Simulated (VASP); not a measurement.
# TiTe2 (P-3m1) in VASP: band structure with HSE06

Aim: the band structure of TiTe2 with HSE06.

Program: VASP 6.6.1. These are calculated values, not measurements. Logs are shortened: lines on timing, memory, paths and dates and some standing lists are left out, and cuts for length are marked.

### 1 The crystal as given

Symmetry: P-3m1, No. 164, trigonal system. The conventional cell has a = 3.777 Å, b = 3.777 Å, c = 6.498 Å, α = 90.00°, β = 90.00°, γ = 120.00°. Ti (site symmetry -3m) has 6 Te at 2.77 Å as nearest neighbours. Te (site symmetry 3m) is surrounded by 3 Ti at 2.77 Å.

### 2 Band structure, HSE06

POSCAR

```
TiTe2
1.0
    3.7770000000      0.0000000000      0.0000000000
   -1.8885000000      3.2709779500      0.0000000000
    0.0000000000      0.0000000000      6.4980000000
Ti Te
1 2
Direct
    0.0000000000      0.0000000000      0.0000000000
    0.6666666700      0.3333333300      0.2628000000
    0.3333333300      0.6666666700      0.7372000000
```

INCAR.step1

```
SYSTEM = TiTe2
  PREC = Accurate
  ENCUT = 520
  EDIFF = 1E-5
  ISMEAR = 0
  SIGMA = 0.02
  LREAL = .FALSE.
  LASPH = .TRUE.
  NELM = 80
  ALGO = Normal
  ISIF = 2
  LWAVE = .TRUE.
  LCHARG = .FALSE.
  LMAXMIX = 4
  GGA = PE
```

INCAR.step2

```
SYSTEM = TiTe2
  PREC = Accurate
  ENCUT = 520
  EDIFF = 1E-7
  ISMEAR = 0
  SIGMA = 0.02
  LREAL = .FALSE.
  LASPH = .TRUE.
  NELM = 80
  ALGO = Normal
  ISIF = 2
  LWAVE = .FALSE.
  LCHARG = .FALSE.
  LMAXMIX = 4
  GGA = PE
  LHFCALC = .TRUE.
  HFSCREEN = 0.2
  PRECFOCK = Fast
  ISTART = 1
```

KPOINTS

```
Automatic mesh
0
G
  6 6 4
  0 0 0
```

KPOINTS_OPT

```
path GMKGALHA,LM,KH
8
line-mode
reciprocal
 0.0000000000  0.0000000000  0.0000000000  G
 0.5000000000  0.0000000000  0.0000000000  M

 0.5000000000  0.0000000000  0.0000000000  M
 0.3333333333  0.3333333333  0.0000000000  K

 0.3333333333  0.3333333333  0.0000000000  K
 0.0000000000  0.0000000000  0.0000000000  G

 0.0000000000  0.0000000000  0.0000000000  G
 0.0000000000  0.0000000000  0.5000000000  A

 0.0000000000  0.0000000000  0.5000000000  A
 0.5000000000  0.0000000000  0.5000000000  L

 0.5000000000  0.0000000000  0.5000000000  L
 0.3333333333  0.3333333333  0.5000000000  H

 0.3333333333  0.3333333333  0.5000000000  H
 0.0000000000  0.0000000000  0.5000000000  A

 0.5000000000  0.0000000000  0.5000000000  L
 0.5000000000  0.0000000000  0.0000000000  M

 0.3333333333  0.3333333333  0.0000000000  K
 0.3333333333  0.3333333333  0.5000000000  H
```

Potentials or basis: VASP PAW PBE potentials, release 64 (Ti_sv, Te).

Command:

```console
$ cat potpaw_PBE.64/Ti_sv/POTCAR potpaw_PBE.64/Te/POTCAR > POTCAR
$ cp INCAR.step1 INCAR
$ mpirun -np 1 vasp_std > vasp.out
$ cp INCAR.step2 INCAR
$ mpirun -np 1 vasp_std > vasp.out
```

OUTCAR:

```text
SYSTEM = TiTe2
   PREC = Accurate
   ENCUT = 520
   EDIFF = 1E-7
   ISMEAR = 0
   LREAL = .FALSE.
   LASPH = .TRUE.
   NELM = 80
   ISIF = 2
   GGA = PE
   LHFCALC = .TRUE.
   HFSCREEN = 0.2
   PRECFOCK = Fast
   ISTART = 1

 ion  position               nearest neighbor table
   1  0.000  0.000  0.000-   2 2.77   3 2.77   3 2.77   2 2.77   2 2.77   3 2.77
   2  0.667  0.333  0.263-   1 2.77   1 2.77   1 2.77
   3  0.333  0.667  0.737-   1 2.77   1 2.77   1 2.77

  LATTYP: Found a hexagonal cell.
 ALAT       =     3.7770000000
 C/A-ratio  =     1.7204130262

  Lattice vectors:

 A1 = (   3.7770000000,   0.0000000000,   0.0000000000)
 A2 = (  -1.8885000000,   3.2709779500,   0.0000000000)
 A3 = (   0.0000000000,   0.0000000000,   6.4980000000)

Analysis of symmetry for initial positions (statically):
=====================================================================
 Subroutine PRICEL returns:
 Original cell was already a primitive cell.

 Routine SETGRP: Setting up the symmetry group for a
 hexagonal supercell.

 Subroutine GETGRP returns: Found 12 space group operations
 (whereof 12 operations were pure point group operations)
 out of a pool of 24 trial point group operations.

The static configuration has the point symmetry D_3d.

Analysis of symmetry for dynamics (positions and initial velocities):
=====================================================================
 Subroutine PRICEL returns:
 Original cell was already a primitive cell.

 Routine SETGRP: Setting up the symmetry group for a
 hexagonal supercell.

 Subroutine GETGRP returns: Found 12 space group operations
 (whereof 12 operations were pure point group operations)
 out of a pool of 24 trial point group operations.

The dynamic configuration has the point symmetry D_3d.

 Subroutine INISYM returns: Found 12 space group operations
 (whereof 12 operations are pure point group operations),
 and found     1 'primitive' translations

----------------------------------------------------------------------------------------

                                     Primitive cell

  volume of cell :      80.2794

  direct lattice vectors                    reciprocal lattice vectors
     3.777000000  0.000000000  0.000000000     0.264760392  0.152859484  0.000000000
    -1.888500000  3.270977950  0.000000000     0.000000000  0.305718967  0.000000000
     0.000000000  0.000000000  6.498000000     0.000000000  0.000000000  0.153893506

  length of vectors
     3.777000000  3.777000000  6.498000000     0.305718967  0.305718967  0.153893506

  position of ions in fractional coordinates (direct lattice)
     0.000000000  0.000000000  0.000000000
     0.666666670  0.333333330  0.262800000
     0.333333330  0.666666670  0.737200000

  ion indices of the primitive-cell ions
   primitive index   ion index
                 1           1
                 2           2
                 3           3

----------------------------------------------------------------------------------------

 KPOINTS: Automatic mesh

Automatic generation of k-mesh.
 Grid dimensions read from file:
 generate k-points for:    6    6    4

 Generating k-lattice:

  Cartesian coordinates                     Fractional coordinates (reciprocal lattice)
     0.044126732  0.025476581  0.000000000     0.166666667  0.000000000  0.000000000
     0.000000000  0.050953161  0.000000000     0.000000000  0.166666667  0.000000000
     0.000000000  0.000000000  0.038473376     0.000000000  0.000000000  0.250000000

  Length of vectors
     0.050953161  0.050953161  0.038473376

  Shift w.r.t. Gamma in fractional coordinates (k-lattice)
     0.000000000  0.000000000  0.000000000

 Subroutine IBZKPT returns following result:
 ===========================================

 Found     24 irreducible k-points:

 Following reciprocal coordinates:
            Coordinates               Weight
  0.000000  0.000000  0.000000      1.000000
  0.166667  0.000000  0.000000      6.000000
  0.333333  0.000000  0.000000      6.000000
  0.500000  0.000000  0.000000      3.000000
  0.166667  0.166667  0.000000      6.000000
  0.333333  0.166667  0.000000     12.000000
[... 16 lines left out ...]
  0.333333  0.166667  0.500000     12.000000
  0.333333  0.333333  0.500000      2.000000
   k-points           NKPTS =     24   k-points in BZ     NKDIM =    144   number of bands    NBANDS=     16
   number of dos      NEDOS =    301   number of ions     NIONS =      3
   total plane-waves  NPLWV =  37632
   dimension x,y,z NGX =    28 NGY =   28 NGZ =   48
   dimension x,y,z NGXF=    56 NGYF=   56 NGZF=   96
   ions per type =               1   2
   NGX,Y,Z   is equivalent  to a cutoff of  12.32, 12.32, 12.28 a.u.
   NGXF,Y,Z  is equivalent  to a cutoff of  24.65, 24.65, 24.56 a.u.
 SYSTEM =  TiTe2
   PREC   = accura    normal or accurate (medium, high low for compatibility)
   ISTART =      1    job   : 0-new  1-cont  2-samecut
   ICHARG =      0    charge: 1-file 2-atom 10-const
   ISPIN  =      1    spin polarized calculation?
   LNONCOLLINEAR =      F non collinear calculations
   LSORBIT =      F    spin-orbit coupling
   LASPH  =      T    aspherical Exc in radial PAW
   ENCUT  =  520.0 eV  38.22 Ry    6.18 a.u.   7.02  7.02 12.08*2*pi/ulx,y,z
   NELM   =     80;   NELMIN=  2; NELMDL=  0     # of ELM steps
   EDIFF  = 0.1E-06   stopping-criterion for ELM
   LREAL  =      F    real-space projection
   EDIFFG = 0.1E-05   stopping-criterion for IOM
   NSW    =      0    number of steps for IOM
   IBRION =     -1    ionic relax: 0-MD 1-quasi-New 2-CG
   NFREE  =      0    steps in history (QN), initial steepest desc. (CG)
   ISIF   =      2    stress and relaxation
   ISYM   =      3    0-nonsym 1-usesym 2-fastsym
   POTIM  = 0.5000    time-step for ionic-motion
   TEBEG  =    0.0;   TEEND  =   0.0 temperature during run
   PSTRESS=    0.0 pullay stress
   NELECT =      24.0000    total number of electrons
   NUPDOWN=      -1.0000    fix difference up-down
   EMIN   =  10.00;   EMAX   =-10.00  energy-range for DOS
   EFERMI =   0.00;   METHOD = LEGACY
   ISMEAR =     0;   SIGMA  =   0.02  broadening in eV -4-tet -1-fermi 0-gaus
   EFERMI_NEDOS =   21; number of points for ismear=-14 and -15
   IALGO  =     38    algorithm
   IMIX   =      1    mixing-type and parameters
     AMIX     =   0.40;   BMIX     =  1.00
     AMIX_MAG =   1.60;   BMIX_MAG =  1.00
  volume/ion in A,a.u.               =      26.76       180.58
  Fermi-wavevector in a.u.,A,eV,Ry     =   1.094655  2.068597 16.303438  1.198269
  Thomas-Fermi vector in A             =   2.230964
   LORBIT       =      0    0 simple, 1 ext, 2 COOP (PROOUT), +10 PAW based schemes
   GGA     = PE    functional components
   LHFCALC =     T    Hartree Fock is set to
   PRECFOCK=fast      Normal, Fast or Accurate (Low or Medium for compatibility)
   ENCUT4O =  -1.0   cutoff for four orbital integrals eV
   NKREDX  =     1    reduce k-point grid by
   NKREDY  =     1    reduce k-point grid by
   NKREDZ  =     1    reduce k-point grid by
   AEXX    =    0.2500 exact exchange contribution
   HFSCREEN=    0.2000 screening length (either q_TF or 0.3 A-1)
   HFSCREENC=   0.2000 screening length for correlation (either q_TF or 0.3 A-1)
   ENCUTFOCK=  -1.0 apply spherical cutoff to Coloumb kernel
   IVDW    =     0    specifies the selected vdW correction
   LEPSILON=     F    determine dielectric tensor
   LRPA    =     F    only Hartree local field effects (RPA)
 non-spin polarized calculation
 Gauss-broadening in eV      SIGMA  =   0.02
  energy-cutoff  :      520.00
  volume of cell :       80.28
 maximum number of plane-waves:      2181
  NGX = 16; NGY = 16; NGZ = 28

 number of electron      23.9999998 magnetization

 Free energy of the ion-electron system (eV)
  ---------------------------------------------------
  ext. energy  EPLUGINS =         0.00000000
  ---------------------------------------------------
  free energy    TOTEN  =       -19.92656042 eV

  energy without entropy =      -19.92575392  energy(sigma->0) =      -19.92615717

 E-fermi :   6.9016     XC(G=0):  -8.1796

 val. band max:        6.8937755698   @ k =   0.5000   0.0000   0.2500
 cond. band min:       6.9094479167   @ k =   0.3333   0.0000   0.2500
 fundamental gap:      0.0156723470
 Fermi energy:         6.9016117426

 k-point     1 :       0.0000    0.0000    0.0000
  band No.  band energies     occupation
      1     -55.9912      2.00000
      2     -30.5867      2.00000
      3     -30.5867      2.00000
      4     -30.5591      2.00000
      5      -7.1709      2.00000
      6      -5.4583      2.00000
[... 8 lines left out ...]
     15       7.7655      0.00000
     16      10.2120      0.00000

 k-point     2 :       0.1667    0.0000    0.0000
  band No.  band energies     occupation
      1     -55.9902      2.00000
      2     -30.6005      2.00000
      3     -30.5901      2.00000
      4     -30.5569      2.00000
      5      -6.8323      2.00000
      6      -5.2924      2.00000
[... 8 lines left out ...]
     15       8.4282      0.00000
     16       9.7925      0.00000

 k-point     3 :       0.3333    0.0000    0.0000
  band No.  band energies     occupation
      1     -55.9883      2.00000
      2     -30.6281      2.00000
      3     -30.5969      2.00000
      4     -30.5524      2.00000
      5      -5.9512      2.00000
      6      -4.9614      2.00000
[... 8 lines left out ...]
     15       8.7076      0.00000
     16       9.9305      0.00000

 k-point     4 :       0.5000    0.0000    0.0000
  band No.  band energies     occupation
      1     -55.9873      2.00000
      2     -30.6419      2.00000
      3     -30.6002      2.00000
      4     -30.5502      2.00000
      5      -5.1663      2.00000
      6      -4.9759      2.00000
[... 8 lines left out ...]
     15       8.9062      0.00000
     16       9.4333      0.00000
[... 324 lines left out ...]
 k-point    22 :       0.1667    0.1667    0.5000
  band No.  band energies     occupation
      1     -55.9888      2.00000
      2     -30.6187      2.00000
      3     -30.5979      2.00000
      4     -30.5535      2.00000
      5      -5.7350      2.00000
      6      -5.6527      2.00000
[... 8 lines left out ...]
     15       8.8610      0.00000
     16       9.3899      0.00000

 k-point    23 :       0.3333    0.1667    0.5000
  band No.  band energies     occupation
      1     -55.9873      2.00000
      2     -30.6348      2.00000
      3     -30.6073      2.00000
      4     -30.5500      2.00000
      5      -5.1572      2.00000
      6      -4.9939      2.00000
[... 8 lines left out ...]
     15       8.6729      0.00000
     16       9.4007      0.00000

 k-point    24 :       0.3333    0.3333    0.5000
  band No.  band energies     occupation
      1     -55.9868      2.00000
      2     -30.6253      2.00000
      3     -30.6253      2.00000
      4     -30.5490      2.00000
      5      -4.8495      2.00000
      6      -4.8495      2.00000
[... 8 lines left out ...]
     15       8.3185      0.00000
     16      10.0524      0.00000

------------------------ aborting loop because EDIFF is reached ----------------------------------------

  FORCE on cell =-STRESS in cart. coord.  units (eV):
  Direction    XX          YY          ZZ          XY          YZ          ZX
  --------------------------------------------------------------------------------------
  -------------------------------------------------------------------------------------
  Total       -0.2730330     -0.2730330     -0.1593992      0.0000000      0.0000000      0.0000000
  in kB       -5.4490584     -5.4490584     -3.1812114      0.0000000      0.0000000      0.0000000
  external PRESSURE =      -4.6931094 kB  Pullay stress =       0.0000000 kB

 VOLUME and BASIS-vectors are now :
 -----------------------------------------------------------------------------
  energy-cutoff  :      520.00
  volume of cell :       80.28
      direct lattice vectors                 reciprocal lattice vectors
     3.777000000  0.000000000  0.000000000     0.264760392  0.152859484  0.000000000
    -1.888500000  3.270977950  0.000000000     0.000000000  0.305718967  0.000000000
     0.000000000  0.000000000  6.498000000     0.000000000  0.000000000  0.153893506

 POSITION                                       TOTAL-FORCE (eV/Angst)
 -----------------------------------------------------------------------------------
      0.00000      0.00000      0.00000         0.000000      0.000000     -0.000000
      1.88850      1.09033      1.70767        -0.000000      0.000000     -0.332493
     -0.00000      2.18065      4.79033         0.000000     -0.000000      0.332493
 -----------------------------------------------------------------------------------
    total drift:                                0.000000      0.000000     -0.000000

  FREE ENERGIE OF THE ION-ELECTRON SYSTEM (eV)
  ---------------------------------------------------
  free  energy   TOTEN  =       -19.9265604207 eV

  energy  without entropy=      -19.9257539221  energy(sigma->0) =      -19.92615717
```

It took 2 h on 1 thread of Intel Xeon 6975P-C (Granite Rapids), shared host; peak memory 0.39 GiB.

What came out:

```yaml
Free_energy: -19.9266 eV
Pressure: -0.5 GPa
Largest_force: 0.332 eV/Å
Band_gap_along_the_path: none (metal or under the smearing width)
```

Forces in eV/Å, atoms in the order of the input:
```
Ti   0.000  0.000  0.000
Te   0.000  0.000 -0.332
Te   0.000  0.000  0.332
```

Stress tensor (GPa, compression positive):
```
-0.54  0.00  0.00
 0.00 -0.54  0.00
 0.00  0.00 -0.32
```

Levels at the corners of the path, in eV from the Fermi level:
| point | band 10 | band 11 | band 12 | band 13 | band 14 | band 15 |
| --- | --- | --- | --- | --- | --- | --- |
| Γ | 0.24 | 0.51 | 0.51 | 0.63 | 0.86 | 0.86 |
| M | -3.11 | -2.55 | -1.71 | 0.07 | 1.55 | 2.00 |
| M | -3.11 | -2.55 | -1.71 | 0.07 | 1.55 | 2.00 |
| K | -3.15 | -3.09 | -3.09 | 1.41 | 1.85 | 1.85 |
| K | -3.15 | -3.09 | -3.09 | 1.41 | 1.85 | 1.85 |
| Γ | 0.24 | 0.51 | 0.51 | 0.63 | 0.86 | 0.86 |
| Γ | 0.24 | 0.51 | 0.51 | 0.63 | 0.86 | 0.86 |
| A | -2.36 | 0.51 | 0.51 | 0.52 | 0.52 | 1.36 |
| A | -2.36 | 0.51 | 0.51 | 0.52 | 0.52 | 1.36 |
| L | -2.83 | -1.56 | -1.15 | -0.20 | 1.53 | 1.96 |
| L | -2.83 | -1.56 | -1.15 | -0.20 | 1.53 | 1.96 |
| H | -4.04 | -2.45 | -2.45 | 1.37 | 1.37 | 1.42 |
| H | -4.04 | -2.45 | -2.45 | 1.37 | 1.37 | 1.42 |
| A | -2.36 | 0.51 | 0.51 | 0.52 | 0.52 | 1.36 |
| L | -2.83 | -1.56 | -1.15 | -0.20 | 1.53 | 1.96 |
| M | -3.11 | -2.55 | -1.71 | 0.07 | 1.55 | 2.00 |
| K | -3.15 | -3.09 | -3.09 | 1.41 | 1.85 | 1.85 |
| H | -4.04 | -2.45 | -2.45 | 1.37 | 1.37 | 1.42 |

Caveat: the PAW data sets were made with another functional, which shifts forces and pressure a little; spin-orbit coupling is left out, which moves the levels of the heavy elements; this functional lacks dispersion, which binds the layers, so the pressure and a relaxed spacing across them are unreliable.
